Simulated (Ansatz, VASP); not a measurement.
# Zr: VASP beside Ansatz

```
CELL_PARAMETERS angstrom
3.23279 0.00000 0.00000
-1.61639 2.79968 0.00000
0.00000 0.00000 5.16912
ATOMIC_POSITIONS crystal
Zr 0.33333 0.66667 0.25000
Zr 0.66667 0.33333 0.75000
```

Alike in both runs: functional PBE; k mesh 15 × 15 × 8; occupations gaussian, width 0.1 eV; no spin polarisation.

Ansatz relaxed the structure, and its values are those at the end. VASP's run is a single point on that final structure, the one shown.

```csv
,VASP,Ansatz
version,VASP 6.6.1,Ansatz 0.2.0
potentials or method,"VASP PAW PBE potentials, release 64 (Zr_sv)","scalar-relativistic, plane waves, PAW"
plane-wave cutoff (eV),520,420
valence electrons in the cell,24,24
```

|  | VASP | Ansatz | Ansatz less VASP |
| --- | --- | --- | --- |
| gap on the k mesh at the Fermi level (eV) | none | none | - |
| pressure (GPa) | 0.0 | 0.0 | -0.03 |

A gap of «none» marks a metal or a gap that the smearing closes.
